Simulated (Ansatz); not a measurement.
## CdO (Monteponite) under changes of volume

One of the cells (12.970 Å³/atom); the others are scaled copies at fixed shape and fractional positions:

```
Cd O
1.0
     0.00000    2.34950    2.34950
     2.34950    0.00000    2.34950
     2.34950    2.34950    0.00000
Cd O
1 1
Direct
  0.00000 0.00000 0.00000
  0.50000 0.50000 0.50000
```

```yaml
Program: Ansatz 0.2.0
Functional: BLYP
Dispersion: D4
Potentials_or_basis: Ansatz PAW
Cutoff: "420 eV (not typed: the program's choice for these potentials)"
k_mesh: 10 × 10 × 10
Occupations: fermi-dirac, width 0.05 eV
Spin: no spin polarisation
```

| volume (Å³/atom) | energy over the lowest point (meV/atom) | pressure (GPa) |
| --- | --- | --- |
| 12.191 | ? | ? |
| 12.451 | 32.56 | 11.6 |
| 12.710 | 16.70 | 8.0 |
| 12.970 | 6.34 | 4.8 |
| 13.229 | 1.00 | 1.9 |
| 13.488 | 0.00 | -0.7 |
| 13.748 | 3.05 | -3.0 |

Question: What does the run at 12.191 Å³/atom give?

Answer: Energy over the lowest point 54.57 meV/atom; pressure 15.7 GPa.

Worked out: A Birch-Murnaghan fit of order 3 (a polynomial in V^(-2/3)) to the other rows has its minimum at 13.42 Å³/atom with B0 = V·E''(V) = 130 GPa and B' = 4.7. It gives 54.69 meV/atom at 12.191 Å³/atom, against the run's 54.57, and -dE/dV = 15.7 GPa, against 15.7.

Energies are extrapolated to zero smearing.

Caveats: pairwise dispersion overbinds metals, which lowers pressure and volume; the PAW data sets come from PBE, with cores solved anew for the run's functional, which leaves a small shift of forces and pressure.
